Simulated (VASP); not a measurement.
Crystal: FeO.

```
Fe O
1.0
     1.51768    0.87623    2.51579
    -1.51768    0.87623    2.51579
     0.00000   -1.75247    2.51579
Fe O
1 1
Direct
  0.00000 0.00000 0.00000
  0.50000 0.50000 0.50000
```

* Program: VASP 6.6.1
* Task: relaxation of cell and atoms
* Functional: r2SCAN
* Potentials or basis: VASP PAW PBE potentials, release 64 (Fe, O)
* Cutoff: 600 eV
* k mesh: 8 × 8 × 8
* Occupations: gaussian, width 0.05 eV
* Spin: collinear spin, ferromagnetic start
* Starting moments: [3.0, 0.0] μB

At the start: pressure -6.7 GPa; volume 10.04 Å³/atom.

Question: Where does the relaxation end?

Answer: Over 7 steps the energy falls by 7.7 meV/atom and the volume is 9.70 Å³/atom (-3.3 %); space group Fm-3m (No. 225, to 0.05 Å); moment 4.00 μB per cell.

Step by step:
```tsv
step	energy change (eV)	largest force (eV/Å)	pressure (GPa)	volume (Å³)
1	0.0000	0.0000	-6.73	20.07
2	-0.0054	0.0000	6.12	18.87
3	-0.0150	0.0000	0.05	19.39
4	-0.0150	0.0000	-0.16	19.40
5	-0.0152	0.0000	-0.10	19.41
6	-0.0154	0.0000	-0.09	19.41
7	-0.0154	0.0000	-0.10	19.41
```

Final structure:
```
Fe O
1.0
     1.50764    0.87044    2.46457
    -1.50764    0.87044    2.46457
     0.00000   -1.74087    2.46457
Fe O
1 1
Cartesian
  1.5076 -0.8704 4.9291
  0.0000 0.0000 3.6969
```

Caveat: the PAW data sets were made with another functional, which shifts forces and pressure a little; a cell with one magnetic atom can't hold antiferromagnetic order, which such compounds often take.
